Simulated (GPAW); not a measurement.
Crystal: MgTe.

```
Te Mg
1.0
     0.00000    3.23200    3.23200
     3.23200    0.00000    3.23200
     3.23200    3.23200    0.00000
Te Mg
1 1
Direct
  0.25000 0.25000 0.25000
  0.00000 0.00000 0.00000
```

The cell comes from a database or a generator and needn't be the stable form of this composition.

Base run:

| Property | Result |
| --- | --- |
| Program | GPAW 26.7.0 |
| Functional | PBE |
| Potentials or basis | GPAW PAW data sets (gpaw-data 1.2.1) |
| Cutoff | 800 eV |
| Basis | pw |
| k mesh | 7 × 7 × 7 |
| Occupations | fermi-dirac, width 0.05 eV |
| Spin | no spin polarisation |

Its results: band gap on the k mesh 2.43 eV, direct; pressure 0.7 GPa.

The run is repeated on the same cell with these changes: functional from PBE to PBEsol; potentials or basis from GPAW PAW data sets (gpaw-data 1.2.1) to PAW data sets generated in the run's folder for this functional. What comes out?

Band gap on the k mesh 2.31 eV, direct; pressure -0.4 GPa.

Caveats: spin-orbit coupling is left out, which moves the levels of the heavy elements.
